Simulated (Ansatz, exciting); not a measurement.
This is a calculation of PtSe2 (Sudovikovite) for Ansatz 0.2.0. 

File input.yaml:

```yaml
crystal:
  lattice:
    - [3.724, 0.0, 0.0]
    - [-1.862, 3.2250786037, 0.0]
    - [0.0, 0.0, 5.062]
  atoms:
    - { symbol: Pt, position: [0.0, 0.0, 0.0] }
    - { symbol: Se, position: [0.6666666667, 0.3333333333, 0.75] }
    - { symbol: Se, position: [0.3333333333, 0.6666666667, 0.25] }
hamiltonian:
  xc: pbe
  pseudopotentials: { kind: paw }
kpoints:
  mp_grid: { grid: [8, 8, 5] }
scf:
  occupations: { method: gaussian, width: 0.011 }
output:
  forces: true
  stress: true
  eigenvalues: true
  write_density: true
  write_potential: true
  elf: true
  volumetric_format: npy
```

Potentials or basis: Ansatz PAW.

Command:

```sh
$ ansatz run input.yaml --threads 2 --pin off --max-ram 5632MiB --backend cpu --events-out ev --progress --plain --runs-dir out
```

Q: What does the same run look like in exciting (release sodium)? Potentials or basis there: all-electron LAPW+lo, shipped species files, valence relativity iora*.

A: As run (cutoffs and basis follow the program's own potentials, and thresholds, step limits or extra output files can differ):

Contents of input.xml:

```xml
<input>
  <title>PtSe2</title>
  <structure speciespath="./" tshift="false">
    <crystal scale="1">
      <basevect>7.037340088106 0.000000000000 0.000000000000</basevect>
      <basevect>-3.518670044053 6.094515291383 0.000000000000</basevect>
      <basevect>0.000000000000 0.000000000000 9.565793642856</basevect>
    </crystal>
    <species speciesfile="Pt.xml" rmt="2.3">
      <atom coord="0.000000000000 0.000000000000 0.000000000000"/>
    </species>
    <species speciesfile="Se.xml" rmt="2">
      <atom coord="0.666666666700 0.333333333300 0.750000000000"/>
      <atom coord="0.333333333300 0.666666666700 0.250000000000"/>
    </species>
  </structure>
  <groundstate do="fromscratch" ngridk="8 8 5" rgkmax="9" gmaxvr="14" lmaxapw="10" lmaxmat="10" lmaxvr="8" xctype="GGA_PBE" stype="Gaussian" swidth="0.00040424" nempty="16" ValenceRelativity="iora*" epsengy="1e-05" epspot="1e-05" maxscl="60" tforce="true" outputlevel="normal"/>
  <properties>
    <chargedensityplot>
      <plot3d>
        <box grid="19 19 26">
          <origin coord="0 0 0"/>
          <point coord="1 0 0"/>
          <point coord="0 1 0"/>
          <point coord="0 0 1"/>
        </box>
      </plot3d>
    </chargedensityplot>
    <elfplot>
      <plot3d>
        <box grid="19 19 26">
          <origin coord="0 0 0"/>
          <point coord="1 0 0"/>
          <point coord="0 1 0"/>
          <point coord="0 0 1"/>
        </box>
      </plot3d>
    </elfplot>
    <exccplot>
      <plot3d>
        <box grid="19 19 26">
          <origin coord="0 0 0"/>
          <point coord="1 0 0"/>
          <point coord="0 1 0"/>
          <point coord="0 0 1"/>
        </box>
      </plot3d>
    </exccplot>
  </properties>
</input>
```

Potentials or basis: all-electron LAPW+lo, shipped species files, valence relativity iora*.

The run is started by

```sh
$ OMP_NUM_THREADS=1 exciting_smp
```

Both were run:

|  | Ansatz | exciting |
| --- | --- | --- |
| Largest force | 0.570 eV/Å | 0.597 eV/Å |

Where Ansatz's input types no cutoff or centring, it takes its own default and a Γ-centred mesh.
